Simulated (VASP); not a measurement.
Set up this calculation in VASP 6.6.1, as the native input.

```yaml
Task: relaxation of cell and atoms
Functional: PBE
Potentials_or_basis: VASP PAW PBE potentials, release 64 (Mo_sv, Se)
Cutoff: 600 eV
k_mesh: 9 × 9 × 2
Occupations: gaussian, width 0.03 eV
Spin: no spin polarisation
Further_INCAR_settings: ALGO = Normal; EDIFF = 1e-06; IBRION = 2; EDIFFG = -0.01; NSW = 90; ISIF = 3
```

The structure of MoSe2 lies in POSCAR:

```
MoSe2
1.0
    3.2880000000      0.0000000000      0.0000000000
   -1.6440000000      2.8474915276      0.0000000000
    0.0000000000      0.0000000000     12.9000000000
Mo Se
2 4
Direct
    0.3333333333      0.6666666667      0.2500000000
    0.6666666667      0.3333333333      0.7500000000
    0.3333333333      0.6666666667      0.6250000000
    0.6666666667      0.3333333333      0.1250000000
    0.3333333333      0.6666666667      0.8750000000
    0.6666666667      0.3333333333      0.3750000000
```

These files were run (other wordings do the same):

INCAR

```
ALGO = Normal
EDIFF = 1E-6
EDIFFG = -0.01
ENCUT = 600
GGA = PE
IBRION = 2
ISIF = 3
ISMEAR = 0
KPAR = 2
LASPH = T
LCHARG = F
LREAL = F
LWAVE = F
NELM = 80
NSW = 90
PREC = Accurate
SIGMA = 0.03
```

KPOINTS

```
k-points
0
Gamma
  9 9 2
```

Potentials or basis: VASP PAW PBE potentials, release 64 (Mo_sv, Se).

Run with:

```console
$ cat potpaw_PBE.64/Mo_sv/POTCAR potpaw_PBE.64/Se/POTCAR > POTCAR
$ mpirun -np 2 vasp_std > vasp.out
```

Results of the run:

```yaml
Relaxed_volume: 23.29 Å³/atom
Relaxed_cell: a = 3.323 Å, b = 3.323 Å, c = 14.611 Å, α = 90.00°, β = 90.00°, γ = 120.00°
Space_group_after_relaxing_to_0.05_Å: P6_3/mmc (No. 194)
Energy_gained_by_relaxing: 42.4 meV/atom
Ionic_steps: 33
Pressure_after_relaxing: 0.0 GPa
Largest_force_after_relaxing: 0.007 eV/Å
Band_gap_on_the_k_mesh: 1.39 eV, indirect (least direct gap 1.42 eV)
```

Caveat: the volume moved by over 15 % at a fixed basis, so the end points are rough; an odd mesh through Γ misses points on the zone boundary, where band edges often lie; this functional lacks dispersion, which binds the layers, so the pressure and a relaxed spacing across them are unreliable, and here the layers came unbound; the volume moved by +16 % from the deposited cell, more than functionals usually miss.

Wall time 11 min on 2 MPI ranks on Intel(R) Xeon(R) 6975P-C (Granite Rapids) (shared host), peak memory 0.34 GiB a rank.
